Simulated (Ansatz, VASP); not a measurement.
# TaN in VASP and in Ansatz

```xyz
6
Lattice="5.1960 0.0000 0.0000 -2.5980 4.4999 0.0000 0.0000 0.0000 2.9110" Properties=species:S:1:pos:R:3 pbc="T T T"
Ta    0.0000    2.9999    1.4555
Ta    2.5980    1.5000    1.4555
Ta    0.0000    0.0000    0.0000
N     2.0412    0.0000    0.0000
N     1.5774    2.7321    0.0000
N    -1.0206    1.7678    0.0000
```

Alike in both runs: task single point; functional PBE; k mesh 4 × 4 × 6; occupations gaussian, width 0.05 eV; collinear spin; Hubbard terms Ta d U = 3.0 eV.

```csv
,VASP,Ansatz
version,VASP 6.6.1,Ansatz 0.2.0
potentials or method,"VASP PAW PBE potentials, release 64 (Ta_pv, N)","scalar-relativistic, plane waves, PAW"
plane-wave cutoff (eV),520,420
valence electrons in the cell,48,54
```

VASP gave:

```
gap on the k mesh at the Fermi level (eV)       : none
pressure (GPa)                                  : 14.8
largest component of the traceless stress (GPa) : 1.42
rms of the force components (eV/Å)              : 0.100
net moment per atom (μB)                        : 0.00
```

Question: Which values does Ansatz return?

Answer: gap on the k mesh at the Fermi level (eV): none; pressure (GPa): 7.7; largest component of the traceless stress (GPa): 0.62; rms of the force components (eV/Å): 0.019; net moment per atom (μB): 0.00.

The programs project onto different local orbitals, so the same U acts differently. Atom by atom the forces differ by 0.081 eV/Å (rms over components). A gap of «none» marks a metal or a gap that the smearing closes. The two sets of potentials don't hold the same shells in valence. Ansatz warned: «filled_band_counts_differ_across_k_points».

Spin-orbit coupling is left out, which matters for the levels of Ta. The state reached can hang on the start; a lower one may exist.
